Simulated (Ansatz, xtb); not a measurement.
# Ligand exchange: BH(CH3)(SH) + C3H6S → BH(SH)2 + C4H8

Gas-phase species: BH(CH3)(SH), singlet; C3H6S (allyl mercaptan) `C=CCS`, singlet; BH(SH)2, singlet; C4H8 `C=CCC`, singlet. The partners trade CH3 for SH: B–CH3 and C–SH bonds give way to B–SH and C–CH3.

Shapes, held fixed at every level: PBE0-D4/def2-TZVP. Flexible molecules stand in one conformer, not always the lowest. Programs: Ansatz 0.2.0, xtb 6.7.1, xtb 6.7.1 later snapshot. The zero-point and thermal change to 298 K, harmonic and unscaled (PBE0-D4/def2-TZVP), is +4.3 kJ/mol.

| level | kind | ΔH(298 K) (kJ/mol) | less CCSD(T)/CBS estimate |
| --- | --- | --- | --- |
| GFN0-xTB | semi-empirical | -25.2 | +49.8 |
| HF/def2-TZVPP | Hartree–Fock | -73.2 | +1.8 |
| PBE-D4/def2-TZVPP | GGA | -75.8 | -0.8 |
| B3LYP-D4/def2-TZVPP | global hybrid | -73.5 | +1.5 |
| r2SCAN0-D4/def2-TZVPP | global hybrid | -77.3 | -2.3 |
| wB97X-V/def2-TZVPP | range-separated hybrid | -74.2 | +0.8 |
| CCSD(T)/def2-SVP | coupled cluster or CI | -90.5 | -15.5 |
| CCSD/def2-SVP | coupled cluster or CI | -89.5 | -14.5 |
| CCSD(T)/CBS estimate | coupled cluster or CI | -75.0 | 0.0 |

The highest level, CCSD(T)/CBS estimate, gives ΔH(298 K) = -75.0 kJ/mol; the levels span -90.5 to -25.2. The column of differences is taken from that level and isn't an error. No measured value is set beside it here. The CBS estimate extrapolates MP2 from def2-TZVPP and def2-QZVPP and adds CCSD(T) − MP2 in the triple-zeta set, cores frozen.

The exchange is clearly exothermic, and every level agrees on the sign. Two features of the bonding probably drive it: a C–S bond gives way to a stronger C–C bond, and boron swaps a methyl group, which offers only hyperconjugation, for a thiolate whose sulfur lone pair can donate into the empty boron p orbital. The second SH must share that orbital with the one already present, so its π stabilisation should be smaller than that of the first. The overall enthalpy can't apportion the two contributions.

Hartree–Fock lies only +1.8 kJ/mol from the highest level, which suggests that correlation effects largely cancel when the number and broad type of bonds are conserved. CCSD and CCSD(T) nearly coincide in def2-SVP, yet both are much too exothermic, pointing to the small basis rather than missing triples. GFN0-xTB recovers the direction but not the magnitude, probably because its parametrisation misjudges the balance among B–S, B–C, C–S and C–C bonds. The favourable enthalpy doesn't imply a facile exchange, since no barrier was computed.
